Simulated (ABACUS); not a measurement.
Crystal: GaSb.

```
Sb Ga
1.0
     0.00000    3.05900    3.05900
     3.05900    0.00000    3.05900
     3.05900    3.05900    0.00000
Sb Ga
1 1
Direct
  0.75000 0.75000 0.75000
  0.00000 0.00000 0.00000
```

Base run:

```yaml
Program: ABACUS 3.10.1
Functional: TM
Potentials_or_basis: SG15 ONCV 1.2 PBE
Cutoff: 1279 eV
Density_cutoff: 5116 eV
Basis: plane waves
k_mesh: 5 × 5 × 5
Occupations: fermi-dirac, width 0.05 eV
Spin: no spin polarisation
```

Its results: band gap on the k mesh 0.19 eV, direct; pressure -1.5 GPa.

Question: The run is repeated on the same cell with these changes: functional from TM to rSCAN. What comes out?

Answer: Band gap on the k mesh none (metal or under the smearing width); pressure -1.3 GPa.

Caveats: the potentials were made for another functional, which shifts forces and pressure; spin-orbit coupling is left out, which moves the levels of the heavy elements (some runs); an odd mesh through Γ misses points on the zone boundary, where band edges often lie (some runs); this crystal is a semiconductor, whose small gap the functional closes, so the metal is an error of the method (some runs).
